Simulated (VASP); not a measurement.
# How biaxial strain in the (111) plane changes AlN (F-43m), part 2 of 2

How do the elastic response and the band edges of AlN follow biaxial strain in the (111) plane?

VASP 6.6.1, plane waves and PAW; the level of theory is named at each step.

So far: The structure; Relax the crystal, LDA; Strain along the normal, LDA; Band edges, TB-mBJ with spin-orbit coupling; Band edges, r2SCAN with spin-orbit coupling.

## 5. Band edges, r2SCAN with spin-orbit coupling (continued)

Level of this step: r2SCAN, spin-orbit coupling; plane waves and PAW (Al, N); cell typed or built by script (VASP).

OUTCAR, selected parts (step 5):

```text
  Total        0.0959989      0.0959989      0.0959989      0.1160560      0.1160560      0.1160560
  in kB        7.4342957      7.4342957      7.4342957      8.9875460      8.9875460      8.9875460
  external PRESSURE =       7.4342957 kB  Pullay stress =       0.0000000 kB

 POSITION                                       TOTAL-FORCE (eV/Angst)
 -----------------------------------------------------------------------------------
      4.33675      4.33675      4.33675         0.000390      0.000390      0.000390
      1.08588      1.08588      1.08588        -0.000390     -0.000390     -0.000390
 -----------------------------------------------------------------------------------
    total drift:                               -0.000069     -0.000069     -0.000069

  FREE ENERGIE OF THE ION-ELECTRON SYSTEM (eV)
  ---------------------------------------------------
  free  energy   TOTEN  =       -58.0161188469 eV

  energy  without entropy=      -58.0161188469  energy(sigma->0) =      -58.01611885

[... 2 parts as in an earlier step ...]

[... 1 further part left out ...]
[key lines of the parts left out:]
E-fermi :   5.9126
```

This run gave:

| Property | Result |
| --- | --- |
| energy(sigma→0) of the program | -58.0161 eV |
| stress, compression positive | 2.54 along [111], -0.16 across it (mean), GPa |

The run ends at a pressure of 0.74 GPa, with forces up to 6.8e-4 eV/Å.

## 6. All members

Runs beyond LDA use the data sets made with LDA; this shifts their levels slightly, and their total energies have another zero (at TB-mBJ, which has no energy functional, they mean nothing).

The other members went through these steps as far as the tables show, with the same cutoff and, step by step, the same mesh; 48 runs are not shown. The session took 11 core hours (wall time by ranks) on a shared machine.

| in-plane strain (%) | strain along the normal (%) | in-plane stress, tension positive (GPa) | energy above the unstrained row (meV/atom) | gap on the mesh, LDA (eV) |
| --- | --- | --- | --- | --- |
| -2.000 | 0.760 | -11.120 | 14.173 | 3.136 |
| -1.500 | 0.569 | -8.193 | 7.966 | 3.164 |
| -1.000 | 0.379 | -5.367 | 3.572 | 3.189 |
| -0.500 | 0.186 | -2.650 | 0.933 | 3.212 |
| 0 | 0.000 | -0.010 | 0.000 | 3.230 |
| 0.500 | -0.180 | 2.538 | 0.718 | 3.187 |
| 1.000 | -0.366 | 4.971 | 3.038 | 3.142 |
| 1.500 | -0.548 | 7.319 | 6.916 | 3.099 |
| 2.000 | -0.728 | 9.578 | 12.295 | 3.056 |

Slopes at zero strain, from cubics through all rows: strain ratio -0.371, stress over strain 517 GPa.

Band edges at TB-mBJ with spin-orbit coupling, counted from the valence-band top at Γ, spin-orbit pairs averaged, with one row partly withheld:

| in-plane strain (%) | gap (eV) | conduction band at Γ (eV) | Δ or X valley along z (eV) | Δ or X valley along x (eV) | lowest conduction level at L, [111] (eV) | lowest conduction level at L, [-111] (eV) | second valence level below the top (eV) | third valence level below the top (eV) |
| --- | --- | --- | --- | --- | --- | --- | --- | --- |
| -2.000 | 4.761 | 5.643 | 4.761 | 4.761 | 9.129 | 8.820 | 0.012 | 0.270 |
| -1.500 | 4.784 | 5.604 | 4.784 | 4.784 | 9.019 | 8.793 | 0.012 | 0.199 |
| -1.000 | 4.802 | 5.560 | 4.802 | 4.802 | ? | 8.762 | 0.011 | 0.132 |
| -0.500 | 4.817 | 5.512 | 4.817 | 4.817 | 8.801 | 8.729 | 0.011 | 0.067 |
| 0 | 4.829 | 5.459 | 4.829 | 4.829 | 8.691 | 8.691 | 0.000 | 0.018 |
| 0.500 | 4.785 | 5.351 | 4.785 | 4.785 | 8.531 | 8.600 | 0.051 | 0.064 |
| 1.000 | 4.737 | 5.237 | 4.737 | 4.737 | 8.368 | 8.504 | 0.105 | 0.118 |
| 1.500 | 4.689 | 5.125 | 4.689 | 4.689 | 8.210 | 8.410 | 0.155 | 0.167 |
| 2.000 | 4.641 | 5.012 | 4.641 | 4.641 | 8.055 | 8.316 | 0.202 | 0.214 |

Conduction masses, in electron masses:

| in-plane strain (%) | conduction mass at Γ, along the strain axis or the normal of the plane | conduction mass at Γ, across the strain axis or in the plane |
| --- | --- | --- |
| -2.000 | 0.320 | 0.353 |
| -1.500 | 0.323 | 0.349 |
| -1.000 | 0.327 | 0.345 |
| -0.500 | 0.330 | 0.339 |
| 0 | 0.331 | 0.331 |
| 0.500 | 0.333 | 0.324 |
| 1.000 | 0.336 | 0.321 |
| 1.500 | 0.338 | 0.316 |
| 2.000 | 0.343 | 0.314 |

Band edges at r2SCAN with spin-orbit coupling, counted from the valence-band top at Γ, spin-orbit pairs averaged:

| in-plane strain (%) | gap (eV) | conduction band at Γ (eV) | Δ or X valley along z (eV) | Δ or X valley along x (eV) | lowest conduction level at L, [111] (eV) | lowest conduction level at L, [-111] (eV) | second valence level below the top (eV) | third valence level below the top (eV) |
| --- | --- | --- | --- | --- | --- | --- | --- | --- |
| -2.000 | 3.853 | 5.218 | 3.853 | 3.853 | 8.808 | 8.463 | 0.013 | 0.285 |
| -1.500 | 3.880 | 5.178 | 3.880 | 3.880 | 8.690 | 8.437 | 0.012 | 0.211 |
| -1.000 | 3.903 | 5.132 | 3.903 | 3.903 | 8.572 | 8.407 | 0.012 | 0.140 |
| -0.500 | 3.923 | 5.083 | 3.923 | 3.923 | 8.455 | 8.374 | 0.011 | 0.071 |
| 0 | 3.939 | 5.028 | 3.939 | 3.939 | 8.338 | 8.338 | 0.000 | 0.019 |
| 0.500 | 3.897 | 4.915 | 3.897 | 3.897 | 8.166 | 8.243 | 0.055 | 0.068 |
| 1.000 | 3.849 | 4.795 | 3.849 | 3.849 | 7.993 | 8.144 | 0.113 | 0.126 |
| 1.500 | 3.802 | 4.677 | 3.802 | 3.802 | 7.824 | 8.046 | 0.166 | 0.179 |
| 2.000 | 3.755 | 4.558 | 3.756 | 3.756 | 7.659 | 7.949 | 0.217 | 0.230 |

Conduction masses, in electron masses:

| in-plane strain (%) | conduction mass at Γ, along the strain axis or the normal of the plane | conduction mass at Γ, across the strain axis or in the plane |
| --- | --- | --- |
| -2.000 | 0.293 | 0.328 |
| -1.500 | 0.293 | 0.319 |
| -1.000 | 0.297 | 0.313 |
| -0.500 | 0.300 | 0.309 |
| 0 | 0.304 | 0.304 |
| 0.500 | 0.305 | 0.298 |
| 1.000 | 0.305 | 0.292 |
| 1.500 | 0.309 | 0.287 |
| 2.000 | 0.309 | 0.283 |

## 7. Working out the slope

The quantity to fit is the splitting of the lowest conduction levels at the L points ([111] less [-111]) at TB-mBJ with spin-orbit coupling: 0.308, 0.226, 0.072, 0.000, -0.069, -0.136, -0.200, -0.261 eV in the rows shown.

Fitting a parabola to the 8 known rows (d: strain along the axis less the strain across it, in %) gives E = 0.002883 d² + 0.1036 d + 4.18e-5 in eV; the residuals are 2.5e-4 eV r.m.s.

For the withheld row, d = 1.379, the fit gives 0.1484 eV.

## 8. Prediction against calculation

The calculation gives 0.1479 eV, so the prediction is 0.0005 eV too high, within twice the residual of the fit.

The splitting is Ξu times 8/9 of d, with d as a fraction, so the linear term gives Ξu = 11.7 eV.

## 9. Results

```yaml
ratio_of_normal_to_in_plane_strain: -0.371
biaxial_modulus: 517 GPa
gap_of_the_unstrained_cell_tb_mbj_with_spin_orbit_coupling: 4.83 eV
gap_of_the_unstrained_cell_r2scan_with_spin_orbit_coupling: 3.94 eV
shear_deformation_potential_u_of_the_lowest_conduction_levels_at_l: 11.7 eV
error_of_the_predicted_row: 0.5 meV
```

As a check, the curvature of the energy gives 516 GPa for the same modulus (energy per volume = M × strain²), 0 % from the slope of the stress. The energy also has a linear term worth 0.16 GPa that the stress column lacks, a mark of the finite basis. At TB-mBJ with spin-orbit coupling the lowest conduction valley is Δ or X throughout, and the gap runs between 4.64 and 4.83 eV. At r2SCAN with spin-orbit coupling the lowest conduction valley is Δ or X throughout, and the gap runs between 3.75 and 3.94 eV. Hole masses are left out throughout, since the top bands are degenerate or cross in many series; of conduction masses, those of the Γ, L and (for Si and Ge under (001) strain) Δ valleys are kept where they change by under an eighth between rows. TB-mBJ is a potential fitted for gaps; it has no energy functional, so its total energies and forces mean nothing, and its bands tend to come out too narrow. r2SCAN opens gaps somewhat over GGA but leaves them below measured values as a rule. Δ or X levels are the lowest on their line, refined by a parabola unless they lie at X; the gap is read from all points sampled and can differ from the lowest valley by some meV, or by tens of meV where strain moves the valence top off Γ. Temperature, zero-point motion and excitons are left out.

[Lines on the potential files, build, host, timing and source positions are cut from VASP's logs without a mark.]

[Logs are printed without paths, hosts, clocks, repeated set-up lines and the standing remarks that a program may print on its own settings, such as how far it seeks lower states.]

[Hosts, paths, dates, database ids (printed as entryN), source tags and the programs' standing remarks are cut or masked in the printed files.]

[In band tables of VASP the shares of atoms and orbitals are scaled to a sum of 1 inside the atoms' spheres.]
